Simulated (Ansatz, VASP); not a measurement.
Two plane-wave programs on Pd

The input INCAR:

```
  ALGO = Normal
  EDIFF = 1E-6
  ENCUT = 520
  GGA = CA
  ISIF = 2
  ISMEAR = 1
  LASPH = True
  LCHARG = False
  LREAL = False
  LWAVE = False
  NBANDS = 11
  NELM = 80
  PREC = Accurate
  SIGMA = 0.01
```

The input KPOINTS:

```
k-points
0
Gamma
  14 14 14
```

The input POSCAR:

```
Pd
1.0
    0.0000000000      1.9211411165      1.9211411165
    1.9211411165      0.0000000000      1.9211411165
    1.9211411165      1.9211411165      0.0000000000
Pd
1
Direct
    0.0000000000      0.0000000000      0.0000000000
```

Input for Ansatz:

```yaml
crystal:
  lattice:
    - [0.0, 1.9211411165, 1.9211411165]
    - [1.9211411165, 0.0, 1.9211411165]
    - [1.9211411165, 1.9211411165, 0.0]
  atoms:
    - { symbol: Pd, position: [0.0, 0.0, 0.0] }
hamiltonian:
  xc: lda
  pseudopotentials:
    kind: paw
    azcp:
      Pd: "pseudopotentials/Pd.paw.azcp"
basis:
  ecutwfc: 420
  fft_grid_basis: typed
kpoints:
  mp_grid: { grid: [14, 14, 14], shift: [0, 0, 0] }
magnetization:
  spin_polarized: false
scf:
  occupations: { method: methfessel_paxton, width: 0.01 }
  lower_state_search: "off"
output:
  stress: true
```

Alike in both runs: task single point; functional LDA; k mesh 14 × 14 × 14; occupations methfessel-paxton of order 1, width 0.01 eV; no spin polarisation.

|  | VASP | Ansatz |
| --- | --- | --- |
| version | VASP 6.6.1 | Ansatz 0.2.0 |
| potentials or method | VASP PAW LDA potentials, release 64 (Pd) | plane waves (420 eV) with PAW, scalar-relativistic |
| plane-wave cutoff (eV) | 520 | 420 |
| valence electrons in the cell | 10 | 18 |

```tsv
	VASP	Ansatz	Ansatz less VASP
pressure (GPa)	-0.2	-0.5	-0.35
```

The two sets of potentials don't hold the same shells in valence. Ansatz warned: «pseudo_functional_mismatch».
